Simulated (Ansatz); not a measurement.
Cd:

```
Cd
1.0
    -1.78432    1.78432    1.78432
     1.78432   -1.78432    1.78432
     1.78432    1.78432   -1.78432
Cd
1
Direct
  0.00000 0.00000 0.00000
```

This isn't the form of Cd at room conditions, which is hcp.

| Quantity | Value |
| --- | --- |
| Program | Ansatz 0.2.0 |
| Task | single point |
| Functional | PBE |
| Potentials or basis | Ansatz PAW |
| Cutoff | 420 eV (not typed: the program's choice for these potentials) |
| k mesh | 10 × 10 × 10 |
| Occupations | fermi-dirac, width 0.05 eV |
| Spin | no spin polarisation |

On this cell: pressure 1.2 GPa; band gap on the k mesh none (metal or under the smearing width).

The same run follows on a disturbed copy (cell strained at random at fixed volume):

```
CELL_PARAMETERS angstrom
-1.81397 1.81561 1.82122
1.80090 -1.81305 1.80560
1.73307 1.73214 -1.81866
ATOMIC_POSITIONS crystal
Cd 0.99699 0.98496 0.01511
```

Problem. What changes?

Solution. The energy (extrapolated to zero smearing) moves by -2.7 meV/atom; pressure 1.2 GPa; band gap on the k mesh none (metal or under the smearing width).

Stress tensor (GPa, compression positive):
```
 1.15  0.23 -0.09
 0.23  1.18  0.07
-0.09  0.07  1.25
```

The energy falls, though the first cell shows no forces: that form is unstable against this distortion, unless noise or another electronic state is at work.
